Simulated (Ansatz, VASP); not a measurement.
Ta in VASP and in Ansatz

```
Ta
1.0
     4.55889    0.00000    0.00000
    -2.27945    3.94812    0.00000
     0.00000    0.00000    4.78984
Ta
4
Direct
  0.00000 0.00000 0.25000
  0.00000 0.00000 0.75000
  0.33333 0.66667 0.75000
  0.66667 0.33333 0.25000
```

Alike in both runs: functional PBEsol; k mesh 6 × 6 × 4; occupations gaussian, width 0.1 eV; no spin polarisation.

Ansatz relaxed the structure, and its values are those at the end. VASP's run is a single point on that final structure, the one shown.

|  | VASP | Ansatz |
| --- | --- | --- |
| version | VASP 6.6.1 | Ansatz 0.2.0 |
| potentials or method | VASP PAW PBE potentials, release 64 (Ta_pv) | scalar-relativistic, plane waves, PAW |
| plane-wave cutoff (eV) | 520 | 420 |
| valence electrons in the cell | 44 | 52 |

```tsv
	VASP	Ansatz	Ansatz less VASP
gap on the k mesh at the Fermi level (eV)	none	none	-
pressure (GPa)	0.4	0.2	-0.28
```

A gap of «none» marks a metal or a gap that the smearing closes. With one functional, cell and mesh, what is left measures potentials, basis and numerics. The two sets of potentials don't hold the same shells in valence.

Caveats: the PAW data sets were made with another functional, which shifts forces and pressure a little (VASP). Spin-orbit coupling is left out, which matters for the levels of Ta.
